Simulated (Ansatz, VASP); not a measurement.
**IrO in VASP and in Ansatz**

The input INCAR:

```
SYSTEM = IrO
ALGO = Normal
EDIFF = 1E-6
ENCUT = 520
GGA = PE
ISIF = 2
ISMEAR = 0
LASPH = .TRUE.
LCHARG = .FALSE.
LREAL = .FALSE.
LWAVE = .FALSE.
NBANDS = 40
NELM = 80
PREC = Accurate
SIGMA = 0.1
```

File KPOINTS:

```
k-points
0
G
  8 4 4
  0 0 0
```

Contents of POSCAR:

```
IrO
1.0
    2.8103348597      0.0000000000      0.0000000000
    0.0000000000      5.6206697194      0.0000000000
    0.0000000000      0.0000000000      5.6206697194
Ir O
4 4
Direct
    0.0000000000      0.0000000000      0.0000000000
    0.0000000000      0.0000000000      0.5000000000
    0.0000000000      0.5000000000      0.0000000000
    0.0000000000      0.5000000000      0.5000000000
    0.5000000000      0.2500000000      0.2500000000
    0.5000000000      0.2500000000      0.7500000000
    0.5000000000      0.7500000000      0.2500000000
    0.5000000000      0.7500000000      0.7500000000
```

Input for Ansatz:

```yaml
crystal:
  lattice:
    - [2.8103348597, 0.0, 0.0]
    - [0.0, 5.6206697194, 0.0]
    - [0.0, 0.0, 5.6206697194]
  atoms:
    - { symbol: Ir, position: [0.0, 0.0, 0.0] }
    - { symbol: Ir, position: [0.0, 0.0, 0.5] }
    - { symbol: Ir, position: [0.0, 0.5, 0.0] }
    - { symbol: Ir, position: [0.0, 0.5, 0.5] }
    - { symbol: O, position: [0.5, 0.25, 0.25] }
    - { symbol: O, position: [0.5, 0.25, 0.75] }
    - { symbol: O, position: [0.5, 0.75, 0.25] }
    - { symbol: O, position: [0.5, 0.75, 0.75] }
basis:
  ecutwfc: 420
kpoints:
  mp_grid: { grid: [8, 4, 4] }
hamiltonian:
  xc: pbe
scf:
  occupations: { method: gaussian, width: 0.1 }
output:
  forces: true
  stress: true
  eigenvalues: true
```

Alike in both runs: task single point; functional PBE; k mesh 8 × 4 × 4; occupations gaussian, width 0.1 eV; no spin polarisation.

|  | VASP | Ansatz |
| --- | --- | --- |
| version | VASP 6.6.1 | Ansatz 0.2.0 |
| potentials or method | VASP PAW PBE potentials, release 64 (Ir, O) | scalar-relativistic, plane waves, PAW |
| plane-wave cutoff (eV) | 520 | 420 |
| valence electrons in the cell | 60 | 92 |

|  | VASP | Ansatz | Ansatz less VASP |
| --- | --- | --- | --- |
| gap on the k mesh at the Fermi level (eV) | none | none | - |
| pressure (GPa) | 0.4 | 0.2 | -0.15 |

A gap of «none» marks a metal or a gap that the smearing closes. The functional is the same, so the differences come from potentials, cutoffs and numerics. The two sets of potentials don't hold the same shells in valence.

Spin-orbit coupling is left out, which matters for the levels of Ir.
